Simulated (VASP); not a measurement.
These are vdW-DF2, VASP's PBE PAW potentials (set 64) (plane waves; VASP) values and carry that method's errors.

VASP input:

**KPOINTS**
```
Automatic mesh
0
Gamma
6 6 6
0 0 0
```

### POSCAR
```
CsCl
1.0
  4.1200000000   0.0000000000   0.0000000000
  0.0000000000   4.1200000000   0.0000000000
  0.0000000000   0.0000000000   4.1200000000
Cs Cl
1 1
Cart
  0.0000000000   0.0000000000   0.0000000000
  2.0600000000   2.0600000000   2.0600000000
```

**INCAR**
```
! general
SYSTEM   = CsCl
PREC     = Accurate
ENCUT    = 520
LREAL    = .FALSE.
LASPH    = .TRUE.   ! aspherical one-centre terms

! electronic loop
EDIFF    = 1E-6   ! SCF stop (eV)
NELM     = 100   ! most electronic steps
ALGO     = Normal
LMAXMIX  = 4   ! l cut-off of mixed one-centre charges

! smearing
ISMEAR   = 0   ! Gaussian
SIGMA    = 0.05   ! width (eV)

! functional
GGA      = ML
LUSE_VDW = .TRUE.
AGGAC    = 0.0
ZAB_VDW  = -1.8867

! ions
IBRION   = 2   ! conjugate gradients
NSW      = 60   ! most ionic steps
ISIF     = 3   ! ions, shape and volume
EDIFFG   = -0.01

! output
LWAVE    = .FALSE.
LCHARG   = .FALSE.
```

POTCAR, in this order: Cs_sv Cl (PBE.64 set). Program: vasp_std.

Output

### OSZICAR
```
       N       E                     dE             d eps       ncg     rms          rms(c)
DAV:   1     0.100516371471E+03    0.10052E+03   -0.68624E+03   480   0.114E+03
DAV:   2     0.360254908464E+01   -0.96914E+02   -0.88834E+02   716   0.192E+02
DAV:   3    -0.312393454203E+01   -0.67265E+01   -0.67008E+01   596   0.572E+01
DAV:   4    -0.319496140250E+01   -0.71027E-01   -0.70989E-01   580   0.693E+00
DAV:   5    -0.319600295866E+01   -0.10416E-02   -0.10415E-02   604   0.849E-01    0.255E+00
DAV:   6    -0.270098816250E+01    0.49501E+00   -0.90132E-01   556   0.559E+00    0.172E+00
DAV:   7    -0.263410522569E+01    0.66883E-01   -0.25170E-01   668   0.309E+00    0.115E+00
DAV:   8    -0.262468845968E+01    0.94168E-02   -0.19602E-02   564   0.126E+00    0.149E-01
DAV:   9    -0.262372714083E+01    0.96132E-03   -0.35448E-03   668   0.442E-01    0.962E-02
DAV:  10    -0.262387757396E+01   -0.15043E-03   -0.36114E-04   540   0.215E-01    0.245E-02
DAV:  11    -0.262389771520E+01   -0.20141E-04   -0.25179E-05   564   0.668E-02    0.624E-03
DAV:  12    -0.262389849419E+01   -0.77899E-06   -0.41371E-06   568   0.213E-02
   1 F= -.26238985E+01 E0= -.26238985E+01  d E =-.262390E+01
       N       E                     dE             d eps       ncg     rms          rms(c)
DAV:   1    -0.284823664311E+01   -0.22434E+00   -0.38337E+00   480   0.131E+01    0.232E+00
DAV:   2    -0.267292589620E+01    0.17531E+00   -0.33782E-01   496   0.344E+00    0.783E-01
DAV:   3    -0.264410081489E+01    0.28825E-01   -0.79478E-02   480   0.169E+00    0.372E-01
DAV:   4    -0.264197148925E+01    0.21293E-02   -0.54188E-03   524   0.480E-01    0.110E-01
DAV:   5    -0.264186039334E+01    0.11110E-03   -0.34412E-04   528   0.130E-01    0.723E-02
DAV:   6    -0.264183670363E+01    0.23690E-04   -0.23917E-05   548   0.421E-02    0.256E-02
DAV:   7    -0.264183448594E+01    0.22177E-05   -0.71146E-06   560   0.153E-02    0.998E-03
DAV:   8    -0.264183613895E+01   -0.16530E-05   -0.50096E-07   284   0.707E-03    0.284E-03
DAV:   9    -0.264183595517E+01    0.18378E-06   -0.12467E-07   268   0.273E-03
   2 F= -.26418360E+01 E0= -.26418360E+01  d E =-.179375E-01
       N       E                     dE             d eps       ncg     rms          rms(c)
DAV:   1    -0.268545458129E+01   -0.43618E-01   -0.77461E-01   480   0.594E+00    0.106E+00
DAV:   2    -0.264979658579E+01    0.35658E-01   -0.69908E-02   504   0.155E+00    0.349E-01
DAV:   3    -0.264412012065E+01    0.56765E-02   -0.15428E-02   484   0.743E-01    0.175E-01
DAV:   4    -0.264364981718E+01    0.47030E-03   -0.11484E-03   524   0.219E-01    0.519E-02
DAV:   5    -0.264362180447E+01    0.28013E-04   -0.69938E-05   536   0.584E-02    0.322E-02
DAV:   6    -0.264361392459E+01    0.78799E-05   -0.48071E-06   544   0.186E-02    0.107E-02
DAV:   7    -0.264361357924E+01    0.34535E-06   -0.12170E-06   336   0.653E-03
   3 F= -.26436136E+01 E0= -.26436136E+01  d E =-.197151E-01
```

File OUTCAR:
```
------------------------ aborting loop because EDIFF is reached ----------------------------------------
  FORCE on cell =-STRESS in cart. coord.  units (eV):
  Direction    XX          YY          ZZ          XY          YZ          ZX
  --------------------------------------------------------------------------------------
  Total       -0.0023707     -0.0023707     -0.0023707      0.0000000      0.0000000      0.0000000
  in kB       -0.0509024     -0.0509024     -0.0509024      0.0000000      0.0000000      0.0000000
  external PRESSURE =      -0.0509024 kB  Pullay stress =       0.0000000 kB
  volume of cell :       74.62
      direct lattice vectors                 reciprocal lattice vectors
     4.209991854 -0.000000000 -0.000000000     0.237530151 -0.000000000  0.000000000
     0.000000000  4.209991854  0.000000000     0.000000000  0.237530151 -0.000000000
    -0.000000000  0.000000000  4.209991854     0.000000000 -0.000000000  0.237530151
 POSITION                                       TOTAL-FORCE (eV/Angst)
 -----------------------------------------------------------------------------------
      0.00000      0.00000      0.00000        -0.000000     -0.000000      0.000000
      2.10500      2.10500      2.10500         0.000000      0.000000      0.000000
 -----------------------------------------------------------------------------------
    total drift:                                0.000000      0.000000     -0.000000
  FREE ENERGIE OF THE ION-ELECTRON SYSTEM (eV)
  ---------------------------------------------------
  free  energy   TOTEN  =        -2.6436135792 eV

  energy  without entropy=       -2.6436135792  energy(sigma->0) =       -2.64361358

 reached required accuracy - stopping structural energy minimisation
```
(Selected blocks of OUTCAR.)

### CONTCAR
```
CsCl
   1.00000000000000
     4.2099918539348042   -0.0000000000000000   -0.0000000000000000
     0.0000000000000000    4.2099918539348042    0.0000000000000000
    -0.0000000000000000    0.0000000000000000    4.2099918539348042
  Cs              Cl
     1     1
Direct
     0.0000000000000000    0.0000000000000000    0.0000000000000000
     0.5000000000000000    0.5000000000000000    0.5000000000000000
```

Energy and stress use the plane-wave basis of the starting cell.

The compound is CsCl in the CsCl type structure. This run relaxes it. Symmetry was kept, so distortions that lower it aren't found.
